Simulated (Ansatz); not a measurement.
## TiAl: an elastic constant from a strain scan

Theory: Ansatz, DFT PBE, scalar-relativistic, plane waves, PAW. The runs took a 420 eV cutoff, a Γ-centred 16×16×12 mesh and Gaussian smearing (0.15 eV). No spin polarisation. Energies are free energies at this smearing, counted from the undisturbed cell; pressure is positive in compression.

The undisturbed cell (as given, not relaxed at this level; it stands at -0.7 GPa, and it needn't be the usual structure):

```
CELL_PARAMETERS angstrom
2.83730 0.00000 0.00000
0.00000 2.83730 0.00000
0.00000 0.00000 4.05910
ATOMIC_POSITIONS crystal
Ti 0.00000 0.00000 0.00000
Al 0.50000 0.50000 0.50000
```

The cell is strained by ε times the Voigt pattern (1, -1, 0, 0, 0, 0) (xx, yy, zz, yz, xz, xy; engineering shear) with fractional coordinates fixed. The cell holds 2 atoms in V0 = 32.68 Å³. The stress column is τ = (1/V0) dE/dε, got from the stress tensor σ (compression positive) at each point as −det(1 + εP) σ : P(1 + εP)⁻¹, with P the pattern as a tensor.

```
      ε  ΔE (meV/atom)  τ (GPa)
-0.0875        107.147  -25.071
-0.0750         77.738  -21.054
-0.0625         53.454  -17.078
-0.0500         34.064  -13.409
-0.0250          8.508   -6.671
 0.0000          0.000    0.000
 0.0250          8.508    6.671
 0.0500         34.064   13.409
 0.0625         53.454   17.078
 0.0750         77.738   21.054
 0.0875        107.147   25.071
 0.1000              ?        ?
```

Task: Which combination of elastic constants does this scan measure, and how large is it?

Result: For small ε, τ = τ0 + Kε with K = pᵀCp, which for this pattern is C11 + C22 − 2 C12 in the Cartesian frame shown. The parabola through τ at ε = -0.0250, 0 and 0.0250 has slope K = 267 GPa at zero. The energies per cell, E = NΔE, of the same two points give K = 2[E(ε₊)/ε₊ − E(ε₋)/ε₋]/[(ε₊ − ε₋)V0] = 267 GPa, in agreement.

Task: Predict the withheld row at ε = 0.1000 from the harmonic law, and compare.

Result: ΔE = V0(τ0 ε + Kε²/2)/N = 136.062 meV/atom and τ = 26.68 GPa. The calculation gives 141.579 meV/atom and 28.93 GPa, a miss of 4.1 % of the harmonic energy, so the harmonic law still holds here.

In a metal these slopes depend on the k mesh and the smearing.